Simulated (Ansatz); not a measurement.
PbSe:

```
CELL_PARAMETERS angstrom
3.78432 0.00000 0.00000
0.00000 3.78432 0.00000
0.00000 0.00000 3.78432
ATOMIC_POSITIONS crystal
Pb 0.00000 0.00000 0.00000
Se 0.50000 0.50000 0.50000
```

Measurements of this composition are mostly on another form, of space group No. 225.

* Program: Ansatz 0.2.0
* Task: relaxation of cell and atoms
* Functional: BLYP
* Potentials or basis: Ansatz PAW
* Cutoff: 420 eV (not typed: the program's choice for these potentials)
* k mesh: 7 × 7 × 7
* Occupations: fermi-dirac, width 0.05 eV
* Spin: no spin polarisation

At the start: volume 27.10 Å³/atom.

Problem. How do energy, volume and symmetry change on relaxing?

Solution. It ends after 4 steps and the volume is 29.41 Å³/atom (+8.5 %); space group Pm-3m (No. 221, to 0.05 Å).

The path:
| step | energy change (eV) | largest force (eV/Å) | volume (Å³) |
| --- | --- | --- | --- |
| 1 | 0.0000 | 0.0000 | 54.20 |
| 2 | -0.0509 | 0.0000 | 59.34 |
| 3 | -0.0517 | 0.0000 | 58.83 |
| 4 | -0.0524 | 0.0000 | 58.83 |

Final structure:
```cif
data_structure
_symmetry_space_group_name_H-M 'P 1'
_symmetry_Int_Tables_number 1
_cell_length_a 3.8892
_cell_length_b 3.8892
_cell_length_c 3.8892
_cell_angle_alpha 90.000
_cell_angle_beta 90.000
_cell_angle_gamma 90.000
_cell_volume 58.83
loop_
_atom_site_label
_atom_site_type_symbol
_atom_site_fract_x
_atom_site_fract_y
_atom_site_fract_z
_atom_site_occupancy
Pb1 Pb 0.00000 0.00000 0.00000 1
Se1 Se 0.50000 0.50000 0.50000 1
```

Caveat: the plane-wave basis is chosen anew once the cell has moved, so the energies of steps on either side of that aren't comparable; the PAW data sets come from PBE, with cores solved anew for the run's functional, which leaves a small shift of forces and pressure.
